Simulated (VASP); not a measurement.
MoS2: single point with PBE+D3(BJ)

Slab: MoS2, a slab with vacuum.

```
S Mo
1.0
     3.14917    0.00000    0.00000
    -1.57458    2.72726    0.00000
     0.00000    0.00000   32.26302
S Mo
2 1
Direct
  0.33333 0.66667 0.45147
  0.33333 0.66667 0.54853
  0.66667 0.33333 0.50000
```

| Item | Value |
| --- | --- |
| Program | VASP 6.6.1 |
| Task | single point |
| Functional | PBE |
| Dispersion | D3(BJ) |
| Potentials or basis | VASP PAW PBE potentials, release 64 (S, Mo_sv) |
| Cutoff | 520 eV |
| k mesh | 6 × 6 × 1 |
| Occupations | gaussian, width 0.1 eV |
| Spin | no spin polarisation |

| Quantity | Value |
| --- | --- |
| Largest force | 0.055 eV/Å |
| Band gap on the k mesh | 1.79 eV, direct |
| Dispersion energy per atom | -0.320 eV |
| Ionisation potential of the upper face | 5.89 eV |

Forces in eV/Å, atoms in the order of the input:
```
S    0.000  0.000 -0.055
S    0.000  0.000  0.055
Mo   0.000  0.000  0.000
```

Levels at points of the mesh, in eV from the valence-band top:
| k point | band 11 | band 12 | band 13 | band 14 | band 15 | band 16 |
| --- | --- | --- | --- | --- | --- | --- |
| (0.00, 0.00, 0.00) | -1.45 | -1.45 | -0.10 | 2.85 | 2.85 | 3.09 |
| (0.50, 0.00, 0.00) | -1.96 | -0.90 | -0.65 | 2.37 | 2.87 | 3.94 |

Run time: 65 s on 1 thread of Intel(R) Xeon(R) 6975P-C (Granite Rapids), on a shared host, peak memory 0.35 GiB.
